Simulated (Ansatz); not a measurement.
The calculation used DFT PBE, scalar-relativistic, plane waves, PAW in Ansatz 0.2.0. All cells share a 420 eV cutoff and Γ-centred k meshes spaced at most about 0.3 Å⁻¹ (about 0.25 or finer for metals, 2π included). No spin polarisation.

Temperature and zero-point effects are left out.

Compare these two cells of Al5P2, each relaxed at this level.

A.

```xyz
14
Lattice="7.6459 -2.8036 0.0000 7.6459 2.8036 0.0000 -1.0147 0.0000 5.6834" Properties=species:S:1:pos:R:3 pbc="T T T"
Al    3.7332   -0.8000    3.9937
Al    4.2405    0.8000    1.1520
Al   12.6440   -0.3813    5.1114
Al   13.1514    0.3813    2.2697
Al   10.5438    0.8000    1.6897
Al   10.0365   -0.8000    4.5314
Al    1.6330    0.3813    0.5720
Al    1.1256   -0.3813    3.4137
Al    7.3922    1.0242    1.4208
Al    6.8848   -1.0242    4.2625
P     5.4724    0.8223    3.2787
P     5.9798   -0.8223    0.4370
P     8.8046   -0.8223    2.4047
P     8.2972    0.8223    5.2464
```

B.

```xyz
7
Lattice="2.6245 -2.6255 0.0000 2.6245 2.6255 0.0000 -2.5235 0.0000 9.9638" Properties=species:S:1:pos:R:3 pbc="T T T"
Al    1.3218   -1.0567    0.6470
Al    1.4036   -1.0567    9.3169
Al    1.3736    1.5870    7.9383
Al    1.3519    1.5870    2.0255
Al    1.3627   -1.0342    4.9819
P     2.6803    0.2730    6.4414
P     0.0452    0.2730    3.5224
```

Question: Which form is favoured at zero pressure, and by what margin per atom?

Answer: B is lower, by 88 meV/atom. A has space group C2/c (No. 15), 17.4 Å³/atom and no gap on its mesh; B has space group C2 (No. 5), 19.6 Å³/atom and no gap. Counting Al atoms around P (those within 1.25 times the shortest such distance or 1.15 times the sum of covalent radii, 1.27 where that leaves under three), A has P 6 and B has P 4. The lower one is the more open, so pressure narrows the difference. Both come from invented guesses. The lowest form computed isn't among them: it has space group P-4m2 (No. 115), 20.7 Å³/atom and lies 29 meV/atom below the best shown.

In C2 an odd number of electrons in the primitive cell allows no gap without spin; a larger cell or a magnetic state could open one. Cells relaxed within their symmetry can be saddle points. Some candidate types were left out of the draw beforehand, so a known form may be missing.
